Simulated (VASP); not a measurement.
# SnSe (Pm-3m) in VASP: a series of runs

One crystal, SnSe, is run at these levels: LDA, PBEsol; tasks: relaxation of cell and atoms.

All numbers are computed with VASP 6.6.1; they aren't measurements. Logs are shortened: lines on timing, memory, paths and dates and some standing lists are left out, and cuts for length are marked.

### Step 1. Starting point

The structure is cubic, space group Pm-3m (No. 221). The conventional cell has a = 3.182 Å, b = 3.182 Å, c = 3.182 Å, α = 90.00°, β = 90.00°, γ = 90.00°. Around Sn (site symmetry m-3m) lie 8 Se at 2.76 Å. Se (site symmetry m-3m) has 8 Sn at 2.76 Å as nearest neighbours.

Measurements of this composition are mostly on another form, of space group No. 62.

### Step 2. Relaxation of cell and atoms, LDA, target pressure 50.1 GPa, at which the enthalpy is minimised

File INCAR:

```
PREC = Accurate
ENCUT = 600
EDIFF = 1E-6
ISMEAR = 0
SIGMA = 0.03
LREAL = False
LASPH = True
NELM = 80
ALGO = Normal
ISIF = 3
LWAVE = False
LCHARG = False
GGA = CA
IBRION = 2
NSW = 90
EDIFFG = -0.01
PSTRESS = 501.0
```

File KPOINTS:

```
regular mesh
0
Gamma
  8 8 8
```

File POSCAR:

```
SnSe
1.0
    3.1821000000      0.0000000000      0.0000000000
    0.0000000000      3.1821000000      0.0000000000
    0.0000000000      0.0000000000      3.1821000000
Sn Se
1 1
Direct
    0.5000000000      0.5000000000      0.5000000000
    0.0000000000      0.0000000000      0.0000000000
```

Potentials or basis: VASP PAW LDA potentials, release 64 (Sn_d, Se).

Run with:

```
> cat potpaw_LDA.64/Sn_d/POTCAR potpaw_LDA.64/Se/POTCAR > POTCAR
> mpirun -np 1 vasp_std > vasp.out
```

OUTCAR:

```text
PREC = Accurate
   ENCUT = 600
   EDIFF = 1E-6
   ISMEAR = 0
   LREAL = False
   LASPH = True
   NELM = 80
   ISIF = 3
   GGA = CA
   IBRION = 2
   NSW = 90
   EDIFFG = -0.01
   PSTRESS = 501.0

 ion  position               nearest neighbor table
   1  0.500  0.500  0.500-   2 2.76   2 2.76   2 2.76   2 2.76   2 2.76   2 2.76   2 2.76   2 2.76

   2  0.000  0.000  0.000-   1 2.76   1 2.76   1 2.76   1 2.76   1 2.76   1 2.76   1 2.76   1 2.76

  LATTYP: Found a simple cubic cell.
 ALAT       =     3.1821000000

  Lattice vectors:

 A1 = (   3.1821000000,   0.0000000000,   0.0000000000)
 A2 = (   0.0000000000,   3.1821000000,   0.0000000000)
 A3 = (   0.0000000000,   0.0000000000,   3.1821000000)

Analysis of symmetry for initial positions (statically):
=====================================================================
 Subroutine PRICEL returns:
 Original cell was already a primitive cell.

 Routine SETGRP: Setting up the symmetry group for a
 simple cubic supercell.

 Subroutine GETGRP returns: Found 48 space group operations
 (whereof 48 operations were pure point group operations)
 out of a pool of 48 trial point group operations.

The static configuration has the point symmetry O_h .

Analysis of symmetry for dynamics (positions and initial velocities):
=====================================================================
 Subroutine PRICEL returns:
 Original cell was already a primitive cell.

 Routine SETGRP: Setting up the symmetry group for a
 simple cubic supercell.

 Subroutine GETGRP returns: Found 48 space group operations
 (whereof 48 operations were pure point group operations)
 out of a pool of 48 trial point group operations.

The dynamic configuration has the point symmetry O_h .

 Subroutine INISYM returns: Found 48 space group operations
 (whereof 48 operations are pure point group operations),
 and found     1 'primitive' translations

----------------------------------------------------------------------------------------

                                     Primitive cell

  volume of cell :      32.2212

  direct lattice vectors                    reciprocal lattice vectors
     3.182100000  0.000000000  0.000000000     0.314257880  0.000000000  0.000000000
[... 105 lines left out ...]
     AMIX     =   0.40;   BMIX     =  1.00
     AMIX_MAG =   1.60;   BMIX_MAG =  1.00
  volume/ion in A,a.u.               =      16.11       108.72
  Fermi-wavevector in a.u.,A,eV,Ry     =   1.396489  2.638982 26.533849  1.950183
  Thomas-Fermi vector in A             =   2.519839
   LORBIT       =      0    0 simple, 1 ext, 2 COOP (PROOUT), +10 PAW based schemes
   GGA     = CA    functional components
   LHFCALC =     F    Hartree Fock is set to
   AEXX    =    0.0000 exact exchange contribution
   IVDW    =     0    specifies the selected vdW correction
   LEPSILON=     F    determine dielectric tensor
   LRPA    =     F    only Hartree local field effects (RPA)
 conjugate gradient relaxation of ions
 non-spin polarized calculation
 Gauss-broadening in eV      SIGMA  =   0.03
  energy-cutoff  :      600.00
  volume of cell :       32.22
 maximum number of plane-waves:      1108
 NGX is ok and might be reduce to    28
   NGX = 13   NGY = 13   NGZ = 13

--------------------------------------- Ionic step        1  -------------------------------------------

 number of electron      20.0000009 magnetization

 Free energy of the ion-electron system (eV)
  ---------------------------------------------------
  ext. energy  EPLUGINS =         0.00000000
  ---------------------------------------------------
  free energy    TOTEN  =        -7.59199987 eV

  energy without entropy =       -7.59169131  energy(sigma->0) =       -7.59184559

------------------------ aborting loop because EDIFF is reached ----------------------------------------

  FORCE on cell =-STRESS in cart. coord.  units (eV):
  Direction    XX          YY          ZZ          XY          YZ          ZX
  --------------------------------------------------------------------------------------
  -------------------------------------------------------------------------------------
  Total        9.8360428      9.8360428      9.8360428      0.0000000     -0.0000000      0.0000000
  in kB      489.0908291    489.0908291    489.0908291      0.0000000     -0.0000000      0.0000000
  external PRESSURE =     -11.9091709 kB  Pullay stress =     501.0000000 kB
[... 63 lines left out ...]
--------------------------------------- Ionic step        3  -------------------------------------------

 number of electron      20.0000010 magnetization

 Free energy of the ion-electron system (eV)
  ---------------------------------------------------
  ext. energy  EPLUGINS =         0.00000000
  ---------------------------------------------------
  free energy    TOTEN  =        -7.54801635 eV

  energy without entropy =       -7.54768687  energy(sigma->0) =       -7.54785161

 E-fermi :  12.7946     XC(G=0): -12.5736

 val. band max:       12.7638838802   @ k =   0.3750   0.3750   0.2500
 cond. band min:      12.8815534189   @ k =   0.3750   0.2500   0.2500
 fundamental gap:      0.1176695386
 Fermi energy:        12.7946269707

 k-point     1 :       0.0000    0.0000    0.0000
  band No.  band energies     occupation
      1      -9.4925      2.00000
      2      -9.4925      2.00000
      3      -9.1936      2.00000
      4      -9.1936      2.00000
      5      -9.1936      2.00000
      6      -5.2899      2.00000
      7       8.2829      2.00000
      8       9.1154      2.00000
      9       9.1154      2.00000
     10       9.1154      2.00000
     11      15.8009      0.00000
     12      15.8009      0.00000
     13      22.2541      0.00000
     14      22.2541      0.00000
[... 377 lines left out ...]
      1      -9.4975      2.00000
      2      -9.3210      2.00000
      3      -9.3060      2.00000
      4      -9.2861      2.00000
      5      -9.0993      2.00000
      6      -1.2485      2.00000
      7       3.1491      2.00000
      8       5.1435      2.00000
      9       7.2838      2.00000
     10      10.8177      2.00000
     11      15.1341      0.00000
     12      16.3559      0.00000
     13      18.6250      0.00000
     14      21.1390      0.00000

 [... further k-points ...]

------------------------ aborting loop because EDIFF is reached ----------------------------------------

  FORCE on cell =-STRESS in cart. coord.  units (eV):
  Direction    XX          YY          ZZ          XY          YZ          ZX
  --------------------------------------------------------------------------------------
  -------------------------------------------------------------------------------------
  Total       10.0341800     10.0341800     10.0341800      0.0000000     -0.0000000      0.0000000
  in kB      501.1576261    501.1576261    501.1576261      0.0000000     -0.0000000      0.0000000
  external PRESSURE =       0.1576261 kB  Pullay stress =     501.0000000 kB
[... 21 lines left out ...]
  energy  without entropy=       -7.5476868730  energy(sigma->0) =       -7.54785161

  enthalpy is  TOTEN    =         2.4830076555 eV   P V=       10.0310240057

 reached required accuracy - stopping structural energy minimisation
```

CONTCAR:

```text
SnSe
   1.00000000000000
     3.1774059813946911   -0.0000000000000000    0.0000000000000000
     0.0000000000000000    3.1774059813946911   -0.0000000000000000
     0.0000000000000000   -0.0000000000000000    3.1774059813946911
  Sn              Se
     1     1
Direct
     0.5000000000000000    0.5000000000000000    0.5000000000000000
     0.0000000000000000    0.0000000000000000    0.0000000000000000

  0.00000000E+00  0.00000000E+00  0.00000000E+00
  0.00000000E+00  0.00000000E+00  0.00000000E+00
```

Wall time 18 s (1 thread of Intel Xeon Platinum 8559C (Emerald Rapids), shared host); peak memory 0.15 GiB.

What came out:

```yaml
Free_energy: -7.5480 eV
Relaxed_volume: 16.04 Å³/atom
Relaxed_cell: a = 3.177 Å, b = 3.177 Å, c = 3.177 Å, α = 90.00°, β = 90.00°, γ = 90.00°
Space_group_after_relaxing_to_0.05_Å: Pm-3m (No. 221)
Energy_change_on_relaxing_the_enthalpy_is_what_falls: +22.0 meV/atom
Ionic_steps: 3
Pressure_after_relaxing: 50.1 GPa
Band_gap_on_the_k_mesh: none (metal or under the smearing width)
```

The path:
| step | energy change (eV) | largest force (eV/Å) | pressure (GPa) | volume (Å³) |
| --- | --- | --- | --- | --- |
| 1 | 0.0000 | 0.0000 | 48.91 | 32.22 |
| 2 | 0.1775 | 0.0000 | 53.54 | 31.67 |
| 3 | 0.0440 | 0.0000 | 50.12 | 32.08 |

Final structure:
```
Sn Se
1.0
     3.17741    0.00000    0.00000
     0.00000    3.17741    0.00000
     0.00000    0.00000    3.17741
Sn Se
1 1
Direct
  0.50000 0.50000 0.50000
  0.00000 0.00000 0.00000
```

Caveat: the cell is relaxed towards a set pressure, so the enthalpy falls and the energy may rise.

### Step 3. Relaxation of cell and atoms, LDA, target pressure 50.1 GPa, at which the enthalpy is minimised

This run uses another cell than the first one, of 16.04 Å³/atom, 0.996 times its volume.

INCAR: that of step 2 with these lines changed.

```diff
@@ -2,3 +2,3 @@
 ENCUT = 600
-EDIFF = 1E-6
+EDIFF = 1E-7
 ISMEAR = 0
@@ -15,3 +15,3 @@
 NSW = 90
-EDIFFG = -0.01
+EDIFFG = -0.005
 PSTRESS = 501.0
```

KPOINTS is that of step 2.

File POSCAR:

```
SnSe                                    
1.0
    3.1774059814     -0.0000000000      0.0000000000
    0.0000000000      3.1774059814     -0.0000000000
    0.0000000000     -0.0000000000      3.1774059814
  Sn              Se            
     1     1
Direct
     0.5000000000000000    0.5000000000000000    0.5000000000000000
     0.0000000000000000    0.0000000000000000    0.0000000000000000
```

Potentials or basis: VASP PAW LDA potentials, release 64 (Sn_d, Se).

Run with:

```
> cat potpaw_LDA.64/Sn_d/POTCAR potpaw_LDA.64/Se/POTCAR > POTCAR
> mpirun -np 1 vasp_std > vasp.out
```

It took 11 s on 1 thread of Intel Xeon Platinum 8559C (Emerald Rapids), shared host; peak memory 0.15 GiB.

The run converged. Its results:

```
Free energy             : -7.5480 eV
Pressure after relaxing : 50.1 GPa
Band gap on the k mesh  : none (metal or under the smearing width)
```

Final structure:
```cif
data_structure
_symmetry_space_group_name_H-M 'P 1'
_symmetry_Int_Tables_number 1
_cell_length_a 3.1774
_cell_length_b 3.1774
_cell_length_c 3.1774
_cell_angle_alpha 90.000
_cell_angle_beta 90.000
_cell_angle_gamma 90.000
_cell_volume 32.08
loop_
_atom_site_label
_atom_site_type_symbol
_atom_site_fract_x
_atom_site_fract_y
_atom_site_fract_z
_atom_site_occupancy
Sn1 Sn 0.50000 0.50000 0.50000 1
Se1 Se 0.00000 0.00000 0.00000 1
```

Levels at points of the mesh, in eV from the Fermi level:
| k point | band 6 | band 7 | band 8 | band 9 | band 10 | band 11 | band 12 | band 13 | band 14 |
| --- | --- | --- | --- | --- | --- | --- | --- | --- | --- |
| (0.00, 0.00, 0.00) | -18.08 | -4.51 | -3.68 | -3.68 | -3.68 | 3.01 | 3.01 | 9.46 | 9.46 |
| (0.50, 0.00, 0.00) | -15.84 | -12.00 | -1.33 | -1.33 | 0.33 | 2.13 | 3.13 | 3.13 | 4.68 |
| (0.50, 0.50, 0.00) | -13.72 | -8.73 | -8.73 | -7.40 | -0.73 | 5.25 | 5.25 | 6.66 | 7.02 |
| (0.50, 0.50, 0.50) | -12.91 | -5.46 | -5.46 | -5.46 | -3.76 | -3.28 | -3.28 | -3.28 | 19.36 |

Caveat: the relaxation stopped at its first step, so nothing moved; the cell is relaxed towards a set pressure, so the enthalpy falls and the energy may rise.

### Step 4. Relaxation of cell and atoms, PBEsol, target pressure 50.1 GPa, at which the enthalpy is minimised

File INCAR:

```
  PREC = Accurate
  ENCUT = 600
  EDIFF = 1E-6
  ISMEAR = 0
  SIGMA = 0.03
  LREAL = False
  LASPH = True
  NELM = 80
  ALGO = Normal
  ISIF = 3
  LWAVE = False
  LCHARG = False
  GGA = PS
  IBRION = 2
  NSW = 90
  EDIFFG = -0.01
  PSTRESS = 501.0
```

KPOINTS is that of step 3.

File POSCAR:

```
SnSe
1.0
    3.1821000000      0.0000000000      0.0000000000
    0.0000000000      3.1821000000      0.0000000000
    0.0000000000      0.0000000000      3.1821000000
Sn Se
1 1
Direct
    0.5000000000      0.5000000000      0.5000000000
    0.0000000000      0.0000000000      0.0000000000
```

Potentials or basis: VASP PAW PBE potentials, release 64 (Sn_d, Se).

Run with:

```
> cat potpaw_PBE.64/Sn_d/POTCAR potpaw_PBE.64/Se/POTCAR > POTCAR
> mpirun -np 1 vasp_std > vasp.out
```

Wall time 25 s (1 thread of Intel Xeon Platinum 8488C (Sapphire Rapids), shared host); peak memory 0.17 GiB.

It converged, with:

```
Free energy                                            : -6.9659 eV
Relaxed volume                                         : 16.21 Å³/atom
Relaxed cell                                           : a = 3.189 Å, b = 3.189 Å, c = 3.189 Å, α = 90.00°, β = 90.00°, γ = 90.00°
Space group after relaxing (to 0.05 Å)                 : Pm-3m (No. 221)
Energy change on relaxing (the enthalpy is what falls) : -31.6 meV/atom
Ionic steps                                            : 3
Pressure after relaxing                                : 50.1 GPa
Band gap on the k mesh                                 : none (metal or under the smearing width)
```

The path:
```
step  energy change (eV)  largest force (eV/Å)  pressure (GPa)  volume (Å³)
   1              0.0000                0.0000           51.75        32.22
   2             -0.2362                0.0000           45.54        33.00
   3             -0.0633                0.0000           50.08        32.42
```

Final structure:
```cif
data_structure
_symmetry_space_group_name_H-M 'P 1'
_symmetry_Int_Tables_number 1
_cell_length_a 3.1886
_cell_length_b 3.1886
_cell_length_c 3.1886
_cell_angle_alpha 90.000
_cell_angle_beta 90.000
_cell_angle_gamma 90.000
_cell_volume 32.42
loop_
_atom_site_label
_atom_site_type_symbol
_atom_site_fract_x
_atom_site_fract_y
_atom_site_fract_z
_atom_site_occupancy
Sn1 Sn 0.50000 0.50000 0.50000 1
Se1 Se 0.00000 0.00000 0.00000 1
```

Levels at points of the mesh, in eV from the Fermi level:
```csv
k point,band 8,band 9,band 10,band 11,band 12,band 13
"(0.00, 0.00, 0.00)",-3.66,-3.66,-3.66,2.92,2.92,9.45
"(0.50, 0.00, 0.00)",-1.34,-1.34,0.31,2.12,3.13,3.13
"(0.50, 0.50, 0.00)",-8.69,-7.33,-0.73,5.24,5.24,6.68
"(0.50, 0.50, 0.50)",-5.46,-5.46,-3.69,-3.26,-3.26,-3.26
```

Caveat: the cell is relaxed towards a set pressure, so the enthalpy falls and the energy may rise; the PAW data sets were made with another functional, which shifts forces and pressure a little.
